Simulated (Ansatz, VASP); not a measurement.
## One calculation of Au, two programs

INCAR

```
SYSTEM = Au
PREC = Accurate
ENCUT = 520
EDIFF = 1E-7
ISMEAR = -1
SIGMA = 0.08
LREAL = .False.
LASPH = .True.
NELM = 60
ALGO = Normal
ISIF = 2
LWAVE = .False.
LCHARG = .True.
GGA = PE
LELF = .True.
LVHAR = .True.
NBANDS = 18
```

File KPOINTS:

```
regular mesh
0
Gamma
  15 15 8
  0 0 0
```

The input POSCAR:

```
Au
1.0
    2.7700890842      0.0000000000      0.0000000000
   -1.3850445421      2.3989675177      0.0000000000
    0.0000000000      0.0000000000      4.6034096828
Au
2
Direct
    0.3333333333      0.6666666667      0.2500000000
    0.6666666667      0.3333333333      0.7500000000
```

Input for Ansatz:

```yaml
crystal:
  lattice:
    - [2.7700890842, 0.0, 0.0]
    - [-1.3850445421, 2.3989675177, 0.0]
    - [0.0, 0.0, 4.6034096828]
  atoms:
    - { symbol: Au, position: [0.3333333333, 0.6666666667, 0.25] }
    - { symbol: Au, position: [0.6666666667, 0.3333333333, 0.75] }
kpoints:
  mp_grid: { grid: [15, 15, 8] }
scf:
  occupations: { method: fermi_dirac, width: 0.08 }
hamiltonian:
  xc: pbe
  pseudopotentials: { kind: all_electron, lapw: { basis_error: 0.001 } }
output:
  forces: true
  stress: true
  eigenvalues: true
  populations: true
```

Change from the starting cell: volume scaled by 0.85, LAPW.

Alike in both runs: task single point; functional PBE; k mesh 15 × 15 × 8; occupations fermi-dirac, width 0.08 eV; no spin polarisation.

|  | VASP | Ansatz |
| --- | --- | --- |
| version | VASP 6.6.1 | Ansatz 0.2.0 |
| potentials or method | VASP PAW PBE potentials, release 64 (Au) | all-electron LAPW, scalar-relativistic |
| plane-wave cutoff (eV) | 520 | see its input |

```csv
,VASP,Ansatz,Ansatz less VASP
pressure (GPa),35.7,36.1,+0.38
```

Ansatz ran all-electron here, so the differences hold the error of VASP's frozen core and of both bases.

Caveats: so large a pressure means that the cell lies far from this level's equilibrium, or that cutoff or potentials fall short (VASP). The runs have no spin-orbit coupling, so splittings on Au are missing.
